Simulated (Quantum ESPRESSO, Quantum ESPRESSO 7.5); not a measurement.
# blue phosphorene, 1 layer, stepped through the share of short-range exact exchange

Aim: how the results for blue phosphorene, 1 layer change with the share of short-range exact exchange.

Method: plane-wave DFT, PBE, SG15 norm-conserving pseudopotentials (geometry by pw.x at PBE, GBRV ultrasoft), in Quantum ESPRESSO 7.5.

## 1. The starting structure

The cell holds 2 atoms: 2 P. Cell: a = 3.280 Å, b = 3.280 Å, c = 16.240 Å, α = 90.0°, β = 90.0°, γ = 120.0°. It derives from P. Vacuum lies along c.

Set-up: Cell and atoms are relaxed under PBE (GBRV files) and held. Screened hybrids with norm-conserving files, screening 0.106 per bohr, fixed occupations, a 9×9×1 mesh with exchange on 3×3×1 q points. Levels count from the potential in the middle of the vacuum.

Members 0.15, 0.2 and 0.25 took the same steps and show in the table alone.

## 2. Relaxing cell and ions of the reference

What the set-up leaves free in this member is relaxed.

The input, ref.relax.in:

```
&control
  prefix = 'ref.relax'
  outdir = './out'
  pseudo_dir = './pseudo'
  nstep = 80
  forc_conv_thr = 0.0004
  calculation = 'vc-relax'
  etot_conv_thr = 1e-06
/
&system
  ibrav = 0
  nat = 2
  ntyp = 1
  ecutwfc = 50
  ecutrho = 250
  occupations = 'smearing'
  smearing = 'fd'
  degauss = 0.004
/
&electrons
  conv_thr = 1e-09
  mixing_beta = 0.4
  electron_maxstep = 120
  mixing_mode = 'plain'
/
&ions
/
&cell
  cell_dofree = '2Dxy'
  press_conv_thr = 0.3
/
ATOMIC_SPECIES
  P   30.9738  p_pbe_v1.5.uspp.F.UPF
CELL_PARAMETERS angstrom
  3.28000000000000 0.00000000000000 0.00000000000000
  -1.64000000000000 2.84056332441296 0.00000000000000
  0.00000000000000 0.00000000000000 16.24000000000000
ATOMIC_POSITIONS crystal
  P   0.666666666700 0.333333333300 0.461822660099
  P   0.333333333300 0.666666666700 0.538177339901
K_POINTS automatic
  12 12 1 0 0 0
```

Launch:

```bash
> OMP_NUM_THREADS=1 mpirun -n 4 pw.x -nk 4 -in ref.relax.in > ref.relax.out
```

What it wrote:

```text
Program PWSCF v.7.5 starts
[citation notice left out]

     Parallel version (MPI & OpenMP), running on       4 processor cores
     Number of MPI processes:                 4
     Threads/MPI process:                     1

     MPI processes distributed on     1 nodes
[...]
Current dimensions of program PWSCF are:
     Max number of different atomic species (ntypx) = 10
     Max number of k-points (npk) =  40000
     Max angular momentum in pseudopotentials (lmaxx) =  4
     Message from routine setup:
     using ibrav=0 with symmetry is DISCOURAGED, use correct ibrav instead

     K-points division:     npool     =       4
     Subspace diagonalization in iterative solution of the eigenvalue problem:
     a serial algorithm will be used

     G-vector sticks info
     --------------------
     sticks:   dense  smooth     PW     G-vecs:    dense   smooth      PW
     Sum         661     517    163                68219    48583    8061

     Using Slab Decomposition

     bravais-lattice index     =            0
     lattice parameter (alat)  =       6.1983  a.u.
     unit-cell volume          =    1021.0828 (a.u.)^3
     number of atoms/cell      =            2
     number of atomic types    =            1
     number of electrons       =        10.00
     number of Kohn-Sham states=            9
     kinetic-energy cutoff     =      50.0000  Ry
     charge density cutoff     =     250.0000  Ry
     scf convergence threshold =      1.0E-09
     mixing beta               =       0.4000
     number of iterations used =            8  plain     mixing
     energy convergence thresh.=      1.0E-06
     force convergence thresh. =      4.0E-04
     press convergence thresh. =      3.0E-01
     Exchange-correlation=  SLA  PW   PBX  PBC
                           (   1   4   3   4   0   0   0)
     nstep                     =           80

     celldm(1)=   6.198302  celldm(2)=   0.000000  celldm(3)=   0.000000
     celldm(4)=   0.000000  celldm(5)=   0.000000  celldm(6)=   0.000000

     crystal axes: (cart. coord. in units of alat)
               a(1) = (   1.000000   0.000000   0.000000 )
               a(2) = (  -0.500000   0.866025   0.000000 )
               a(3) = (   0.000000   0.000000   4.951220 )

     reciprocal axes: (cart. coord. in units 2 pi/alat)
               b(1) = (  1.000000  0.577350 -0.000000 )
               b(2) = (  0.000000  1.154701  0.000000 )
               b(3) = (  0.000000 -0.000000  0.201970 )

     PseudoPot. # 1 for P  read from file:
     ./pseudo/p_pbe_v1.5.uspp.F.UPF
     Pseudo is Ultrasoft + core correction, Zval =  5.0
     Generated by new atomic code, or converted to UPF format
     Using radial grid of  903 points,  6 beta functions with:
                l(1) =   0
                l(2) =   0
                l(3) =   1
                l(4) =   1
                l(5) =   2
                l(6) =   2
     Q(r) pseudized with  8 coefficients,  rinner =    1.300   1.300   1.300
                                                       1.300   1.300

     atomic species   valence    mass     pseudopotential
     P                 5.00    30.97380     P ( 1.00)

     12 Sym. Ops., with inversion, found

   Cartesian axes

     site n.     atom                  positions (alat units)
         1        P      tau(   1) = (   0.5000000   0.2886751   2.2865854  )
         2        P      tau(   2) = (  -0.0000000   0.5773503   2.6646341  )

     number of k points=    19  Fermi-Dirac smearing, width (Ry)=  0.0040
                       cart. coord. in units 2pi/alat
        k(    1) = (   0.0000000   0.0000000   0.0000000), wk =   0.0138889
        k(    2) = (   0.0000000   0.0962250   0.0000000), wk =   0.0833333
        k(    3) = (   0.0000000   0.1924501   0.0000000), wk =   0.0833333
        k(    4) = (   0.0000000   0.2886751   0.0000000), wk =   0.0833333
        k(    5) = (   0.0000000   0.3849002   0.0000000), wk =   0.0833333
        k(    6) = (   0.0000000   0.4811252   0.0000000), wk =   0.0833333
        k(    7) = (   0.0000000  -0.5773503   0.0000000), wk =   0.0416667
        k(    8) = (   0.0833333   0.1443376   0.0000000), wk =   0.0833333
        k(    9) = (   0.0833333   0.2405626   0.0000000), wk =   0.1666667
        k(   10) = (   0.0833333   0.3367877   0.0000000), wk =   0.1666667
[...]
k(   19) = (   0.3333333   0.5773503   0.0000000), wk =   0.0277778

     Dense  grid:    68219 G-vectors     FFT dimensions: (  32,  32, 160)

     Smooth grid:    48583 G-vectors     FFT dimensions: (  27,  27, 144)

     Estimated max dynamical RAM per process >     103.07 MB

     Estimated total dynamical RAM >     362.32 MB

     Initial potential from superposition of free atoms

     starting charge       9.9997, renormalised to      10.0000

     negative rho (up, down):  4.069E-05 0.000E+00
     Starting wfcs are    8 randomized atomic wfcs +    1 random wfcs

     total cpu time spent up to now is        2.1 secs

     per-process dynamical memory:    46.4 Mb

     Self-consistent Calculation

     iteration #  1     ecut=    50.00 Ry     beta= 0.40
     Davidson diagonalization with overlap
     ethr =  1.00E-02,  avg # of iterations =  4.6

     Threshold (ethr) on eigenvalues was too large:
     Diagonalizing with lowered threshold

     Davidson diagonalization with overlap
     ethr =  3.07E-04,  avg # of iterations =  3.1

     negative rho (up, down):  5.577E-06 0.000E+00

     total cpu time spent up to now is        3.0 secs

     total energy              =     -31.03303037 Ry
     estimated scf accuracy    <       0.03080614 Ry

     iteration #  2     ecut=    50.00 Ry     beta= 0.40
[...]
negative rho (up, down):  3.174E-05 0.000E+00

[...]
total energy              =     -31.03175433 Ry
     estimated scf accuracy    <       0.00889871 Ry

     iteration #  3     ecut=    50.00 Ry     beta= 0.40
[...]
negative rho (up, down):  4.214E-05 0.000E+00

[...]
total energy              =     -31.03224951 Ry
     estimated scf accuracy    <       0.00022937 Ry

     iteration #  4     ecut=    50.00 Ry     beta= 0.40
[...]
negative rho (up, down):  4.945E-05 0.000E+00

[...]
total energy              =     -31.03240251 Ry
     estimated scf accuracy    <       0.00001539 Ry

     iteration #  5     ecut=    50.00 Ry     beta= 0.40
[...]
negative rho (up, down):  5.406E-05 0.000E+00

[...]
CELL_PARAMETERS (angstrom)
   3.280099222  -0.000000000   0.000000000
  -1.640049611   2.840649253   0.000000000
   0.000000000   0.000000000  16.240000000

ATOMIC_POSITIONS (crystal)
P                0.6666666667        0.3333333333        0.4617995765
P                0.3333333333        0.6666666667        0.5382004235
End final coordinates

[...]
Final scf calculation at the relaxed structure.
     The G-vectors are recalculated for the final unit cell
     Results may differ from those at the preceding step.

     G-vector sticks info
     --------------------
     sticks:   dense  smooth     PW     G-vecs:    dense   smooth      PW
     Sum         661     517    163                68219    48583    8061

     Using Slab Decomposition

     bravais-lattice index     =            0
     lattice parameter (alat)  =       6.1983  a.u.
     unit-cell volume          =    1021.1445 (a.u.)^3
     number of atoms/cell      =            2
     number of atomic types    =            1
     number of electrons       =        10.00
     number of Kohn-Sham states=            9
     kinetic-energy cutoff     =      50.0000  Ry
     charge density cutoff     =     250.0000  Ry
     scf convergence threshold =      1.0E-09
     mixing beta               =       0.4000
     number of iterations used =            8  plain     mixing
     press convergence thresh. =      3.0E-01
     Exchange-correlation=  SLA  PW   PBX  PBC
                           (   1   4   3   4   0   0   0)

     celldm(1)=   6.198302  celldm(2)=   0.000000  celldm(3)=   0.000000
     celldm(4)=   0.000000  celldm(5)=   0.000000  celldm(6)=   0.000000

     crystal axes: (cart. coord. in units of alat)
               a(1) = (   1.000030  -0.000000   0.000000 )
               a(2) = (  -0.500015   0.866052   0.000000 )
               a(3) = (   0.000000   0.000000   4.951220 )

     reciprocal axes: (cart. coord. in units 2 pi/alat)
               b(1) = (  0.999970  0.577333 -0.000000 )
               b(2) = (  0.000000  1.154666 -0.000000 )
               b(3) = ( -0.000000 -0.000000  0.201970 )

     PseudoPot. # 1 for P  read from file:
     ./pseudo/p_pbe_v1.5.uspp.F.UPF
     Pseudo is Ultrasoft + core correction, Zval =  5.0
     Generated by new atomic code, or converted to UPF format
     Using radial grid of  903 points,  6 beta functions with:
                l(1) =   0
                l(2) =   0
                l(3) =   1
                l(4) =   1
                l(5) =   2
                l(6) =   2
     Q(r) pseudized with  8 coefficients,  rinner =    1.300   1.300   1.300
                                                       1.300   1.300

     atomic species   valence    mass     pseudopotential
     P                 5.00    30.97380     P ( 1.00)

     12 Sym. Ops., with inversion, found

   Cartesian axes

     site n.     atom                  positions (alat units)
         1        P      tau(   1) = (   0.5000151   0.2886839   2.2864711  )
         2        P      tau(   2) = (  -0.0000000   0.5773677   2.6647484  )

     number of k points=    19  Fermi-Dirac smearing, width (Ry)=  0.0040
                       cart. coord. in units 2pi/alat
        k(    1) = (   0.0000000   0.0000000   0.0000000), wk =   0.0138889
        k(    2) = (   0.0000000   0.0962221   0.0000000), wk =   0.0833333
        k(    3) = (   0.0000000   0.1924443   0.0000000), wk =   0.0833333
        k(    4) = (   0.0000000   0.2886664   0.0000000), wk =   0.0833333
        k(    5) = (   0.0000000   0.3848885   0.0000000), wk =   0.0833333
        k(    6) = (   0.0000000   0.4811107   0.0000000), wk =   0.0833333
        k(    7) = (  -0.0000000  -0.5773328   0.0000000), wk =   0.0416667
        k(    8) = (   0.0833308   0.1443332   0.0000000), wk =   0.0833333
        k(    9) = (   0.0833308   0.2405553   0.0000000), wk =   0.1666667
        k(   10) = (   0.0833308   0.3367775   0.0000000), wk =   0.1666667
[...]
k(   19) = (   0.3333233   0.5773328   0.0000000), wk =   0.0277778

     Dense  grid:    68219 G-vectors     FFT dimensions: (  32,  32, 160)

     Smooth grid:    48583 G-vectors     FFT dimensions: (  27,  27, 144)

     Estimated max dynamical RAM per process >     103.59 MB

     Estimated total dynamical RAM >     364.41 MB

     Initial potential from superposition of free atoms

     starting charge       9.9997, renormalised to      10.0000

     negative rho (up, down):  4.070E-05 0.000E+00
     Starting wfcs are    8 randomized atomic wfcs +    1 random wfcs

     total cpu time spent up to now is       11.3 secs

     per-process dynamical memory:    46.4 Mb

     Self-consistent Calculation

     iteration #  1     ecut=    50.00 Ry     beta= 0.40
     Davidson diagonalization with overlap
     c_bands:  2 eigenvalues not converged
     c_bands:  1 eigenvalues not converged
     ethr =  1.00E-06,  avg # of iterations = 18.5

     negative rho (up, down):  5.771E-06 0.000E+00

     total cpu time spent up to now is       12.8 secs

     total energy              =     -31.03322960 Ry
     estimated scf accuracy    <       0.03140954 Ry

[...]
iteration #  8     ecut=    50.00 Ry     beta= 0.40
[...]
negative rho (up, down):  6.233E-05 0.000E+00

[...]
End of self-consistent calculation

          k = 0.0000 0.0000 0.0000 (  6015 PWs)   bands (ev):

   -17.1635  -9.4418  -3.4463  -3.1790  -3.1790   0.7170   0.8525   0.8525
     2.3468

          k = 0.0000 0.0962 0.0000 (  6030 PWs)   bands (ev):

   -17.0517  -9.3677  -4.0617  -3.4265  -3.3812   0.5336   1.1686   1.5780
     2.4898

          k = 0.0000 0.1924 0.0000 (  6044 PWs)   bands (ev):

   -16.7186  -9.1918  -5.6451  -3.9614  -3.2164  -0.1342   1.8065   2.5655
     2.8818

          k = 0.0000 0.2887 0.0000 (  6082 PWs)   bands (ev):

   -16.1724  -9.2090  -6.9292  -4.5133  -3.0873  -0.7987   1.9744   2.2566
     3.4453

          k = 0.0000 0.3849 0.0000 (  6096 PWs)   bands (ev):

   -15.4354 -10.0792  -7.0873  -4.9542  -3.3139  -1.1139   1.0722   2.3641
     4.2155

          k = 0.0000 0.4811 0.0000 (  6104 PWs)   bands (ev):

   -14.5849 -11.3141  -6.5601  -5.2322  -3.9583  -1.0803   0.5942   2.3229
     3.6988

[...]
the Fermi energy is    -2.0660 ev

!    total energy              =     -31.03241793 Ry
     estimated scf accuracy    <          2.4E-10 Ry
     smearing contrib. (-TS)   =      -0.00000000 Ry
     internal energy E=F+TS    =     -31.03241793 Ry

     The total energy is F=E-TS. E is the sum of the following terms:
     one-electron contribution =    -123.18433747 Ry
     hartree contribution      =      63.13873309 Ry
     xc contribution           =     -11.76527534 Ry
     ewald contribution        =      40.77846180 Ry

     convergence has been achieved in   8 iterations

     negative rho (up, down):  6.233E-05 0.000E+00

     Forces acting on atoms (cartesian axes, Ry/au):

     atom    1 type  1   force =     0.00000000    0.00000000   -0.00022470
     atom    2 type  1   force =     0.00000000    0.00000000    0.00022470

     Total force =     0.000318     Total SCF correction =     0.000003

     Computing stress (Cartesian axis) and pressure

     negative rho (up, down):  6.233E-05 0.000E+00
          total   stress  (Ry/bohr**3)                   (kbar)     P=        0.10
   0.00000078   0.00000000  -0.00000000            0.12        0.00       -0.00
  -0.00000000   0.00000078  -0.00000000           -0.00        0.12       -0.00
  -0.00000000  -0.00000000   0.00000049           -0.00       -0.00        0.07

[...]
=------------------------------------------------------------------------------=
   JOB DONE.
=------------------------------------------------------------------------------=
```

It took 18 s on 4 MPI ranks of Intel Xeon Platinum 8488C (Sapphire Rapids), shared host; peak memory 0.38 GiB.

Little changed from the start: no atom moved by 0.005 Å and no cell edge by 0.1 %.

 The last row is no step: it is a fresh SCF in the final cell with a new plane-wave basis, +0 meV from the row before.

This step gave:

* free energy: -422.2176 eV
* Fermi energy: -2.066 eV

## 3. Ground state, 0

The self-consistent run of this member.

Level of this step: plane-wave DFT, PBE, SG15 norm-conserving pseudopotentials (Quantum ESPRESSO 7.5).

The input, m0.scf.in:

```
&control
  prefix = 'm0.scf'
  outdir = './out'
  pseudo_dir = './pseudo'
  calculation = 'scf'
  tprnfor = .true.
/
&system
  ibrav = 0
  nat = 2
  ntyp = 1
  ecutwfc = 60
  ecutrho = 240
  occupations = 'fixed'
  nbnd = 8
/
&electrons
  conv_thr = 1e-08
  mixing_beta = 0.6
  electron_maxstep = 120
/
ATOMIC_SPECIES
  P   30.9738  P_ONCV_PBE-1.2.upf
CELL_PARAMETERS angstrom
  3.28009922200000 0.00000000000000 0.00000000000000
  -1.64004961100000 2.84064925300000 0.00000000000000
  0.00000000000000 0.00000000000000 16.24000000000000
ATOMIC_POSITIONS crystal
  P   0.666666666700 0.333333333300 0.461799576500
  P   0.333333333300 0.666666666700 0.538200423500
K_POINTS automatic
  9 9 1 0 0 0
```

Launch:

```bash
> OMP_NUM_THREADS=1 mpirun -n 4 pw.x -nk 4 -in m0.scf.in > m0.scf.out
```

What it wrote:

```text
[banner, memory and clock lines left out]
Program PWSCF v.7.5 starts
[citation notice left out]

[...]
Message from routine setup:
[...]
bravais-lattice index     =            0
     lattice parameter (alat)  =       6.1985  a.u.
     unit-cell volume          =    1021.1445 (a.u.)^3
     number of atoms/cell      =            2
     number of atomic types    =            1
     number of electrons       =        10.00
     number of Kohn-Sham states=            8
     kinetic-energy cutoff     =      60.0000  Ry
     charge density cutoff     =     240.0000  Ry
     scf convergence threshold =      1.0E-08
     mixing beta               =       0.6000
     number of iterations used =            8  plain     mixing
     Exchange-correlation= PBE
                           (   1   4   3   4   0   0   0)

[...]
PseudoPot. # 1 for P  read from file:
     ./pseudo/P_ONCV_PBE-1.2.upf
     Pseudo is Norm-conserving, Zval =  5.0
     Generated using ONCVPSP code by D. R. Hamann
     Using radial grid of  602 points,  4 beta functions with:
                l(1) =   0
                l(2) =   0
                l(3) =   1
                l(4) =   1

     atomic species   valence    mass     pseudopotential
     P                 5.00    30.97380     P ( 1.00)

     12 Sym. Ops., with inversion, found

[...]
number of k points=    12
[...]
Dense  grid:    64231 G-vectors     FFT dimensions: (  32,  32, 160)

     Initial potential from superposition of free atoms

     starting charge       9.9552, renormalised to      10.0000

     negative rho (up, down):  1.370E-04 0.000E+00
     Starting wfcs are random

     per-process dynamical memory:    40.0 Mb

     Self-consistent Calculation

     iteration #  1     ecut=    60.00 Ry     beta= 0.60
     Davidson diagonalization with overlap
     ethr =  1.00E-02,  avg # of iterations = 11.4

     Threshold (ethr) on eigenvalues was too large:
     Diagonalizing with lowered threshold

     Davidson diagonalization with overlap
     ethr =  2.62E-04,  avg # of iterations =  4.1

     negative rho (up, down):  5.086E-06 0.000E+00

     total energy              =     -26.38175476 Ry
     estimated scf accuracy    <       0.02850261 Ry

     iteration #  2     ecut=    60.00 Ry     beta= 0.60
[...]
negative rho (up, down):  6.996E-08 0.000E+00

[...]
total energy              =     -26.38228896 Ry
     estimated scf accuracy    <       0.00305505 Ry

     iteration #  3     ecut=    60.00 Ry     beta= 0.60
[...]
total energy              =     -26.38247712 Ry
     estimated scf accuracy    <       0.00003982 Ry

     iteration #  4     ecut=    60.00 Ry     beta= 0.60
[...]
total energy              =     -26.38250187 Ry
     estimated scf accuracy    <       0.00000155 Ry

     iteration #  5     ecut=    60.00 Ry     beta= 0.60
[...]
total energy              =     -26.38250256 Ry
     estimated scf accuracy    <       0.00000005 Ry

     iteration #  6     ecut=    60.00 Ry     beta= 0.60
[...]
End of self-consistent calculation

          k = 0.0000 0.0000 0.0000 (  8061 PWs)   bands (ev):

   -17.1532  -9.4345  -3.4349  -3.1673  -3.1673   0.7226   0.8685   0.8685

          k = 0.0000 0.1283 0.0000 (  8039 PWs)   bands (ev):

   -16.9548  -9.3073  -4.5618  -3.5776  -3.3223   0.3466   1.3879   2.0199

[...]
highest occupied, lowest unoccupied level (ev):    -3.0629   -1.1004

!    total energy              =     -26.38250259 Ry
     estimated scf accuracy    <          6.1E-09 Ry

     The total energy is the sum of the following terms:
     one-electron contribution =    -123.59665055 Ry
     hartree contribution      =      63.10511447 Ry
     xc contribution           =      -6.66942831 Ry
     ewald contribution        =      40.77846180 Ry

     convergence has been achieved in   6 iterations

     Forces acting on atoms (cartesian axes, Ry/au):

     atom    1 type  1   force =    -0.00000000   -0.00000000   -0.00097881
     atom    2 type  1   force =     0.00000000    0.00000000    0.00097881

     Total force =     0.001384     Total SCF correction =     0.000005

[...]
```

Run time: 4.2 s. Hardware: 4 MPI ranks; peak memory 0.35 GiB; 16 s of CPU time.

Numbers from this step:

| Property | Result |
| --- | --- |
| free energy | -358.9522 eV |
| valence top, on the run's zero | -3.063 eV |
| conduction bottom, on the run's zero | -1.100 eV |
| gap by band count | 1.963 eV |

[end of part 1 of 2]

[Logs are printed without paths, hosts, clocks, repeated set-up lines and the standing remarks that a program may print on its own settings, such as how far it seeks lower states.]

[Hosts, paths, dates, database ids (printed as entryN), source tags and the programs' standing remarks are cut or masked in the printed files.]

[Maps of the electrostatic potential energy from Ansatz leave out the sawtooth potential of an applied field or a dipole correction, so their vacuum need not be flat; planar profiles and work functions include it.]
